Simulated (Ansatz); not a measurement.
Runs of Ansatz 0.2.0 on CrCuO2. The structure is trigonal, space group R-3m (No. 166). Conventional cell: a = 2.973 Å, b = 2.973 Å, c = 17.100 Å, α = 90.00°, β = 90.00°, γ = 120.00°. Cu (site symmetry -3m) has 2 O at 1.85 Å as nearest neighbours. Around Cr (site symmetry -3m) lie 6 O at 1.99 Å. Around O (site symmetry 3m) lie 1 Cu at 1.85 Å and 3 Cr at 1.99 Å. 

```csv
task,level,U,cell,points for each segment of the path,hubbard projectors,double counting,gap on the mesh (eV),pressure (GPa),moment (μB),relaxed volume (Å³/atom),largest force (eV/Å)
relaxation of cell and atoms,LDA,-,relaxed,-,-,-,0.56,0.0,3.00,10.35,-
band structure,BLYP,-,as given,14,-,-,(a),10.3,3.00,-,0.08
band structure,SVWN5,-,as given,14,-,-,0.75,-10.3,3.00,-,0.08
relaxation of cell and atoms,PBEsol+U,"Cr d U = 3 eV, Cu d U = 5.3 eV",relaxed,-,ortho-atomic (the default),fll (the default),1.93,0.0,3.00,(b),-
```

Alike in all rows: potentials or basis Ansatz PAW; spin collinear, ferromagnetic start; k mesh 10 × 10 × 10; cutoff (eV) 420; smearing fermi-dirac 0.05 eV.

Task: Estimate the missing entries.

Result: (a) 1.08; (b) 10.97.

Caveats: only a ferromagnetic start was run, and an antiferromagnetic order may lie lower in energy; the PAW data sets come from PBE, with cores solved anew for the run's functional, which leaves a small shift of forces and pressure; the plane-wave basis is chosen anew once the cell has moved, so the energies of steps on either side of that aren't comparable (some runs); the magnetic or orbital state may not be the lowest (some runs).

A k mesh can miss the band edges.

Runs at the PBE level aren't shown here.
